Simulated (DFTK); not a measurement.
Runs of DFTK 0.8.2 on WC. It takes space group Fm-3m (No. 225, cubic). Conventional cell: a = 4.385 Å, b = 4.385 Å, c = 4.385 Å, α = 90.00°, β = 90.00°, γ = 90.00°. W (site symmetry m-3m) is surrounded by 6 C at 2.19 Å. C (site symmetry m-3m) has 6 W at 2.19 Å as nearest neighbours. Measurements of this composition are mostly on another form, of space group No. 187.

```csv
task,level,potentials or basis,cell,cutoff (eV),valence electrons,gap on the mesh (eV),pressure (GPa)
band structure,r2SCAN,SG15 1.2 (PBE),as given,1225,"C 4, W 28",none,(a)
single point,PBEsol,dojo.nc.sr.pbesol.v0_4_1.standard.upf (PBEsol),as given,1116,"C 4, W 14",none,-9.9
band structure,SCAN,SG15 1.2 (PBE),as given,1225,"C 4, W 28",none,-16.9
band structure,BJ06,SG15 1.2 (PBE),as given,1225,"C 4, W 28",none,-
single point,PBEsol,dojo.nc.sr.pbesol.v0_4_1.standard.upf (PBEsol),"atoms moved at random, drawn with an rms of 0.05 Å",1116,"C 4, W 14",none,-7.9
```

Alike in all rows: no spin polarisation; k mesh 10 × 10 × 10; smearing fermi-dirac 0.05 eV.

Task: Estimate the missing entries.

Result: (a) -14.5.

Caveats: the potentials were made for another functional, which shifts forces and pressure (some runs); spin-orbit coupling is left out, which moves the levels of the heavy elements (some runs); the program leaves the constant c of mgga_x_tb09 at 1, so the potential is Becke-Johnson's (BJ06) and not Tran and Blaha's, with levels but no total energy (some runs).

A k mesh can miss the band edges, and the runs leave out spin-orbit coupling on W.

A gap of «none» marks a metal or a gap under the smearing width.

Runs at the PBE level aren't shown here.
